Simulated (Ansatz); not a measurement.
# InP: a sweep of the PAW cutoff

One table from this session's results is given with a row withheld; the runs are named, their logs left out.

Program: Ansatz 0.2.0. Level of theory: DFT, PBE, PAW with Ansatz's default frozen-core files, scalar-relativistic. These are calculated values, not measurements.

1 further run of the same task is left out (set aside as unsound or not needed).

### Starting point

It takes space group F-43m (No. 216, cubic). The conventional cell has a = 5.960 Å, b = 5.960 Å, c = 5.960 Å, α = 90.00°, β = 90.00°, γ = 90.00°. In (site symmetry -43m) is surrounded by 4 P at 2.58 Å. Around P (site symmetry -43m) lie 4 In at 2.58 Å.

Coordinates:

```cif
data_structure
_symmetry_space_group_name_H-M 'P 1'
_symmetry_Int_Tables_number 1
_cell_length_a 4.2142
_cell_length_b 4.2142
_cell_length_c 4.2142
_cell_angle_alpha 60.000
_cell_angle_beta 60.000
_cell_angle_gamma 60.000
_cell_volume 52.92
loop_
_atom_site_label
_atom_site_type_symbol
_atom_site_fract_x
_atom_site_fract_y
_atom_site_fract_z
_atom_site_occupancy
In1 In 0.00000 0.00000 0.00000 1
P1 P 0.25000 0.25000 0.25000 1
```

The cell was relaxed by PAW from a hypothetical start (zincblende type); it needn't be the stable phase of this composition.

Atoms are numbered in the order of the input: In1, P2.

The first run:

The input, input.yaml:

```yaml
crystal:
  lattice:
    - [0.0, 2.9798790814, 2.9798790814]
    - [2.9798790814, 0.0, 2.9798790814]
    - [2.9798790814, 2.9798790814, 0.0]
  atoms:
    - { symbol: In, position: [0.0, 0.0, 0.0] }
    - { symbol: P, position: [0.25, 0.25, 0.25] }
kpoints:
  mp_grid: { grid: [12, 12, 12] }
scf:
  occupations: { method: fermi_dirac, width: 0.08 }
hamiltonian:
  xc: pbe
  pseudopotentials: { kind: paw }
output:
  forces: true
  stress: true
  eigenvalues: true
  efg: { contact_densities: true }
  write_density: true
  write_potential: true
  elf: true
  volumetric_format: npy
basis:
  ecutwfc: 200
```

The run is started by

```bash
ansatz run input.yaml --threads 1 --pin off --max-ram 2048MiB --backend cpu --events-out ev --progress --plain --runs-dir out
```

Steps of the session up to this table: With PAW files, cutoff 200 eV; With PAW files, cutoff 300 eV; With PAW files, cutoff 350 eV; With PAW files, cutoff 600 eV; With PAW files, cutoff 800 eV.

One of the session's tables, all rows but one given; the rest of the session is left out.

It belongs to the step «The sweep in one table». 

```
cutoff (eV)  pressure (GPa)  gap on the k mesh (eV)
        200           -1.92                    0.54
        300            0.07                    0.46
        350               ?                       ?
        600           -0.01                    0.44
        800           -0.01                    0.44
```

**Question.** Estimate the row for cutoff (eV) = 350.

Worked estimate for «pressure (GPa)». A straight line through the neighbours (300, 0.07) and (600, -0.01) gives 0.07 + (-0.01 − 0.07) × (350 − 300) / (600 − 300) = 0.06; a parabola fitted to 4 rows on both sides gives -0.28.

**Answer.** pressure (GPa): 0.03; gap on the k mesh (eV): 0.45. In «pressure (GPa)» the line misses by +0.03 and the parabola by -0.31. Between these rows the values bend or scatter more than so simple an estimate can follow.

Energies are those extrapolated to zero smearing.

To keep in mind: Warnings in the runs' records: gradients without spin orbit, cutoff below recommended, efg cores unanswered.
